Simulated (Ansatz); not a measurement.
**Sensitivity of the G0W0 gap of SnTe (puckered monolayer (GeS type))**

A base run on SnTe (puckered monolayer (GeS type)), then changed inputs.

Program: Ansatz 0.2.0. Level of theory: G0W0 on PBE, plane waves, PAW. Results are calculated unless marked as measured.

## (1) The structure

The cell holds 4 atoms: 2 Sn and 2 Te. Cell: a = 4.559 Å, b = 4.562 Å, c = 29.500 Å, α = 90.0°, β = 90.0°, γ = 90.0°. Vacuum lies along c.

The structure was relaxed with PBE. The runs that relaxed it are not among those shown. Spin-orbit coupling is left out unless a step names it. The default PAW set here is soft_2. Its files were made with PBE. The Coulomb interaction is cut off across the vacuum.

## (2) The base run: 6×6×1 mesh, 747 empty bands, screening to 66 eV

G0W0 replaces the xc potential by the self-energy, built once from these orbitals. Only a window of levels is corrected, while the sums run over the empty bands that the input names.

Input file input.yaml:

```yaml
crystal:
  lattice:
    - [4.5594486497, 0.0, 0.0]
    - [0.0, 4.5616783254, 0.0]
    - [0.0, 0.0, 29.5]
  atoms:
    - { symbol: Sn, position: [0.0553144511, 0.0, 0.5452180727] }
    - { symbol: Te, position: [0.5446855489, 0.5, 0.5535172982] }
    - { symbol: Sn, position: [0.5553144511, 0.5, 0.4547819273] }
    - { symbol: Te, position: [0.0446855489, 0.0, 0.4464827018] }
  periodic: [true, true, false]
kpoints:
  mp_grid: { grid: [6, 6, 1] }
hamiltonian:
  xc: pbe
scf:
  occupations: { method: fixed }
gw:
  n_empty_bands: 747
  ecut_chi: 66.0
  qp_bands: [v2, c2]
  qp_kpoints: band_edges
  screening: { model: contour_deformation }
```

Command:

```sh
> ansatz run input.yaml --threads 3 --pin off --max-ram 92160MiB --backend cuda --events-out ev --progress --plain --runs-dir out --devices 1 --max-vram 13GiB
```

Numbers of over 12 decimals in the logs are rounded to 6 here.

What it wrote:

```text
GPUs: using 1 of 1 available (devices: 1).
Engine: ansatz 0.2.0, x86_64-unknown-linux-gnu
Pseudopotentials: kind: paw
Pseudopotential: Sn, paw, valence charge 14, recommended cutoff 420 eV (normal), Sn.paw.azcp
Pseudopotential: Te, paw, valence charge 16, recommended cutoff 420 eV (normal), Te.paw.azcp
Functional definition: PBE
  parameter kappa = 0.804
  parameter beta = 0.066725
  exchange = pbe_x(kappa = kappa, mu = beta*pi^2/3)
  correlation = pbe_c(beta = beta)
device memory: the entry about to start is reckoned to put 4.6 GiB on a device that reports 58.3 GiB free (of which the cap on the GPU budget leaves the run 13.0 GiB)
GPU FFT provider: cuFFT
GPU libraries: cuBLAS 13.8.2, cuFFT 12.4.0, cuSOLVER 12.3.4
Crystal: 4 atoms, lattice volume = 613.563 Å³
Basis set: ecut = 420 eV, 11979 PW (Γ)
Bands: 36, of which v1, the nominal top of the filled ones, is band 30 counted from 1 (29 counted from 0)
Symmetry: 4 space group operations
Space group: Pmn21 (ITA 31), of the structure as read, at distance tolerance 8.5e-5 Å
k-points: 16 of 36 (time reversal used)
Non-local potential: Sn, projectors of the file, l = 0: 2, l = 1: 2, l = 2: 2, l = 3: 2
Non-local potential: Te, projectors of the file, l = 0: 2, l = 1: 2, l = 2: 2, l = 3: 2
PAW form: soft (Blöchl's): semilocal exchange-correlation on the pseudo side does not see the compensation charge
PAW one-centre angular grid: Sn, 590 points (default); XC on 64 Gauss nodes
PAW one-centre angular grid: Te, 590 points (default); XC on 64 Gauss nodes
Initial density: superposition of atomic densities (neutral atoms: chi_scale 0, normalization atom), corrected by the library's trained network
Initial wavefunctions: pseudopotential atomic-orbital guess
GPU buffer pool allocated for 204800 grid points (all kernels)
GPU transforms: local potential and band sums: pruned to the plane-wave sphere, on 32×32×200
Functional: x = pbe(κ = 0.804, μ = 0.219515), c = pbe(β = 0.066725)
SCF iter   1: F=—  HF=-26009.247339 eV  |F-HF|=—  |Δ(HF+E_count)|=         —  Δρ=7.32e-4  dr2=2.88e-2  ethr=1.77e-3  ⟨swp⟩=7.8  Hψ=2549  notcnv=0  defer=55
preconditioner: auto → Resta (q_TF=auto, 1.852 Å⁻¹)  ε∞=1.8  [insulator: Δε(μ)=1.202 eV  Ē_g=7.565 eV  n_scr=60 (ndim 8)  ℏωp=6.7 eV  f_vac=0.748  ε∞_Penn≈1.8  vacuum switching on, ρ_ref=4.2e-3 e/Å³]
SCF iter   2: F=—  HF=-26009.238508 eV  |F-HF|=—  |Δ(HF+E_count)|=   8.83e-3  Δρ=4.61e-4  dr2=2.56e-3  ethr=4.80e-5  ⟨swp⟩=5.1  Hψ=1573  notcnv=0  defer=65
SCF iter   3: F=—  HF=-26009.238369 eV  |F-HF|=—  |Δ(HF+E_count)|=   1.39e-4  Δρ=1.79e-4  dr2=7.27e-4  ethr=4.27e-6  ⟨swp⟩=3.8  Hψ=1284  notcnv=0  defer=65
SCF iter   4: F=—  HF=-26009.238502 eV  |F-HF|=—  |Δ(HF+E_count)|=   1.33e-4  Δρ=6.12e-5  dr2=6.05e-5  ethr=1.21e-6  ⟨swp⟩=3.0  Hψ=827  notcnv=0  defer=65
[...]
k-point 15: bands = [... 26 lower, -7.5032, -7.5032, -6.0716, -6.0716, -1.4077, -1.4077, -0.7060, -0.7060, ... 2 higher]
  ° read free of the cell's end (the report's vacuum.weakly_bound_levels)
--- G₀W₀: contour deformation, 7 samples at zero and on the imaginary axis and 1 off it, 36 q-points, 747 empty bands' worth ---
  eigenvalues of the whole cell's RPA ε∞ on this k-mesh (on a slab, of 1 + 4πα/V) = 1.1896, 9.4507, 9.4924; static W/v taken at q = 0 is 0.306600
  band pass: the eigensolver left bands unlocked in 1 slot; of largest residual, k=3: 1 band unlocked, the lowest band 781 (counted from 1), max residual 8.04e-5 eV over all its bands; `*` marks the rows of those k-points, and any row can be off: every row's sums read bands of every k-point
  bands read: the sum over 777 bands ends inside a degenerate multiplet in 7 slots, whose members it reads at an even weight; the widest, k=3: bands 777 to 778 (counted from 1) at 1/2 each
  gw.qp_kpoints: band_edges: 11 of 16 stored k-points solved, in 1 pass; an edge of the gap read off the rows below is read off those points alone
    valence top: of the k-points left out ik 13 came nearest to being solved in a further pass, in band 30 (counted from 1, as in the quasiparticle table): it holds the edge there only if its correction is more favourable than any solved in that band by at least 0.925 eV; those differ by 0.195 eV
    conduction bottom: of the k-points left out ik 13 came nearest to being solved in a further pass, in band 32 (counted from 1, as in the quasiparticle table): it holds the edge there only if its correction is more favourable than any solved in that band by at least 0.592 eV; those differ by 0.250 eV
    ik  band        ε_KS         Σx   Σc(E_QP)       V_xc       Z   E_QP_lin       E_QP  E_QP is
     0    29     -5.9820   -14.9281     1.7818   -12.8510  0.6643    -6.2830    -6.2772  root
     0    30     -5.2024   -14.9063     1.4226   -13.1533  0.6841    -5.5386    -5.5327  root
     0    31     -2.7610    -6.0461    -3.2775    -9.4336  0.7070    -2.6503    -2.6509  root
     0    32     -1.2147    -4.9930    -3.7173    -8.6774  0.7139    -1.2476    -1.2476  root
     1    29     -5.3772   -14.6034     1.0948   -13.2640  0.6749    -5.6253    -5.6217  root
     1    30     -5.2781   -14.9395     1.4171   -13.1910  0.6823    -5.6158    -5.6095  root
     1    31     -2.8263    -5.8529    -3.2840    -9.2465  0.7094    -2.7161    -2.7167  root
     1    32     -1.5538    -8.2695    -3.8533   -12.3013  0.6761    -1.3729    -1.3753  root
[...]
3    29     -4.5715   -13.0879    -0.0019   -12.8842  0.7033    -4.7787    -4.7770  root *
     3    30     -4.5715   -13.0879    -0.0019   -12.8842  0.7033    -4.7787    -4.7770  root *
     3    31     -3.0698    -8.8316    -2.8879   -11.8580  0.7023    -2.9306    -2.9314  root *
     3    32     -3.0698    -8.8316    -2.8879   -11.8580  0.7023    -2.9306    -2.9314  root *
[...]
15    29     -6.0716   -14.6398     1.6916   -12.5670  0.6698    -6.4626    -6.4528  root
    15    30     -6.0716   -14.6398     1.6916   -12.5670  0.6698    -6.4626    -6.4528  root
    15    31     -1.4077    -7.1114    -3.7597   -11.0881  0.6738    -1.1889    -1.1907  root
    15    32     -1.4077    -7.1114    -3.7597   -11.0881  0.6738    -1.1889    -1.1907  root
[key lines of the parts left out:]
SCF converged after 7 iterations
Free energy (F): -26009.238504 eV
Fermi energy:    -4.388272 eV
```

It took 2.1 min on 1 × NVIDIA H100 80GB HBM3 (shared by 6 runs) with 3 threads of AMD EPYC 7R13 (Zen 3), shared host; peak memory 5.2 GiB; 3.4 min of CPU time.

This step gave:

```
bands summed                                 : 777
plane waves in the screening matrix          : 731
q-points in the mesh                         : 36
G0W0 gap on the mesh                         : 1.551 eV
k of the valence top                         : 0.3333, 0, 0
k of the conduction bottom                   : 0.3333, 0.1667, 0
starting gap on the mesh                     : 1.211 eV
Z at the valence top                         : 0.7011
Z at the conduction bottom                   : 0.7055
least direct G0W0 gap on the computed points : 1.681 eV
```

The gap on the mesh goes from 1.21 eV to 1.55 eV, a correction of +0.34 eV. Between the two edge states, bare exchange in place of the xc potential would open the gap by 3.64 eV, and correlation takes back 3.30 eV.

## (3) Variant: frequency model

Edit input.yaml of step 2 so:

```diff
@@ -22,2 +22,2 @@
   qp_kpoints: band_edges
-  screening: { model: contour_deformation }
+  screening: { model: godby_needs }
```

What it wrote:

```text
GPUs: using 1 of 1 available (devices: 1).
[...]
GPU FFT provider: cuFFT
GPU libraries: cuBLAS 13.8.2, cuFFT 12.4.0, cuSOLVER 12.3.4
Crystal: 4 atoms, lattice volume = 613.563 Å³
Basis set: ecut = 420 eV, 11979 PW (Γ)
Bands: 36, of which v1, the nominal top of the filled ones, is band 30 counted from 1 (29 counted from 0)
[... 1 set-up line as in the run before ...]
[...]
k-points: 16 of 36 (time reversal used)
[...]
GPU buffer pool allocated for 204800 grid points (all kernels)
[...]
SCF iter   1: F=—  HF=-26009.247339 eV  |F-HF|=—  |Δ(HF+E_count)|=         —  Δρ=7.32e-4  dr2=2.88e-2  ethr=1.77e-3  ⟨swp⟩=7.8  Hψ=2549  notcnv=0  defer=55
[...]
SCF iter   7: F=-26009.238504 eV  HF=-26009.238504 eV  |F-HF|=1.86e-8  |Δ(HF+E_count)|=   1.58e-7  Δρ=1.84e-6  dr2=1.78e-8  ethr=1.67e-10  ⟨swp⟩=20.4  Hψ=3130  notcnv=0
SCF 1 converged in 7 iterations: F = -26009.238504 eV  dr2 = 1.78e-8
[...]
NSCF: frozen V_eff on 16 k-points
[...]
G₀W₀ screening: q 1/16
[... further progress lines ...]
SCF converged after 7 iterations
Free energy (F): -26009.238504 eV
[...]
Internal energy: -26009.238504 eV  (E = F + TS)
E sigma→0 (E₀):  -26009.238504 eV
Fermi energy:    -4.388272 eV
[...]
--- Band table (eV; the first three rows and the last of 16) ---
  k-point 0: bands = [... 26 lower, -7.1250, -5.9948, -5.9820, -5.2024, -2.7610, -1.2147 (-1.2147°), -0.5718 (-0.5718°), -0.5496 (-0.5530°), ... 2 higher]
  k-point 1: bands = [... 26 lower, -6.7451, -5.8175, -5.3772, -5.2781, -2.8263, -1.5538 (-1.5538°), -1.5081 (-1.5081°), -0.8410 (-0.8410°), ... 2 higher]
  k-point 2: bands = [... 26 lower, -6.2059, -5.4543, -5.3842, -4.3889, -3.0252, -2.8516, -2.7210, -2.0136, ... 2 higher]
  k-point 15: bands = [... 26 lower, -7.5032, -7.5032, -6.0716, -6.0716, -1.4077, -1.4077, -0.7060, -0.7060, ... 2 higher]
  ° read free of the cell's end (the report's vacuum.weakly_bound_levels)
--- G₀W₀: ω_p = 27.3521 eV, 36 q-points, 747 empty bands' worth ---
[...]
GN-PPA: 10476572/20017161 pairs with Re ω̃² < 0 across q-mesh
[...]
0    29     -5.9820   -14.9281     1.6721   -12.8510  0.7487    -6.3935    -6.3869  root
     0    30     -5.2024   -14.9063     1.3638   -13.1533  0.7539    -5.5936    -5.5916  root
     0    31     -2.7610    -6.0461    -3.3115    -9.4336  0.7753    -2.6849    -2.6850  root
     0    32     -1.2147    -4.9930    -3.7983    -8.6774  0.7723    -1.3286    -1.3286  root
     1    29     -5.3772   -14.6034     1.0261   -13.2640  0.7504    -5.6917    -5.6905  root
     1    30     -5.2781   -14.9395     1.3529   -13.1910  0.7533    -5.6758    -5.6738  root
     1    31     -2.8263    -5.8529    -3.3215    -9.2465  0.7760    -2.7541    -2.7542  root
     1    32     -1.5538    -8.2695    -3.8281   -12.3013  0.7535    -1.3502    -1.3501  root
[...]
3    29     -4.5715   -13.0879    -0.0424   -12.8842  0.7618    -4.8181    -4.8176  root *
     3    30     -4.5715   -13.0879    -0.0424   -12.8842  0.7618    -4.8181    -4.8176  root *
     3    31     -3.0698    -8.8316    -2.9337   -11.8580  0.7634    -2.9770    -2.9771  root *
     3    32     -3.0698    -8.8316    -2.9337   -11.8580  0.7634    -2.9770    -2.9771  root *
[...]
15    29     -6.0716   -14.6398     1.5787   -12.5670  0.7500    -6.5689    -6.5657  root
    15    30     -6.0716   -14.6398     1.5787   -12.5670  0.7500    -6.5689    -6.5657  root
    15    31     -1.4077    -7.1114    -3.7255   -11.0881  0.7634    -1.1557    -1.1565  root
    15    32     -1.4077    -7.1114    -3.7255   -11.0881  0.7634    -1.1557    -1.1565  root
```

Wall time 1.9 min (1 × NVIDIA H100 80GB HBM3 (shared by 6 runs) with 3 threads); peak memory 5.8 GiB.

The G0W0 gap on the mesh is 1.529 eV.

Against the base:

| setting | base | variant |
| --- | --- | --- |
| frequency model | contour deformation | plasmon pole |

| quantity | variant | base |
| --- | --- | --- |
| starting gap on the mesh | 1.211 | 1.211 |
| G0W0 gap on the mesh | 1.529 | 1.551 |
| least direct G0W0 gap on the computed points | 1.674 | 1.681 |
| Z at the valence top | 0.759 | 0.701 |
| Z at the conduction bottom | 0.766 | 0.705 |

## (4) What came out

| Property | Result |
| --- | --- |
| base | 1.55 eV, 2.1 min |
| frequency model | 1.53 eV, 1.9 min |

Frequency model: the gap moves by −0.02 eV. All runs here use a coarse mesh and modest cutoffs; they test settings and are not final values. The mesh in the plane is coarse for a sheet; gap and any exciton binding can still move on denser ones. The many-body steps are scalar-relativistic: spin-orbit coupling is not in them.

[Paths, hosts, dates, memory and timing lines, banners, echoed tables and standing remarks are left out of the program output.]

[Logs are printed without paths, hosts, clocks, repeated set-up lines and the standing remarks that a program may print on its own settings, such as how far it seeks lower states.]

[Runs of the session that timed out or met a known fault of the program may be left out.]

[Cells called generated may have been cut or substituted from an entry of the Crystallography Open Database or the Materials Project.]

[Hosts, paths, dates, database ids (printed as entryN), source tags and the programs' standing remarks are cut or masked in the printed files.]
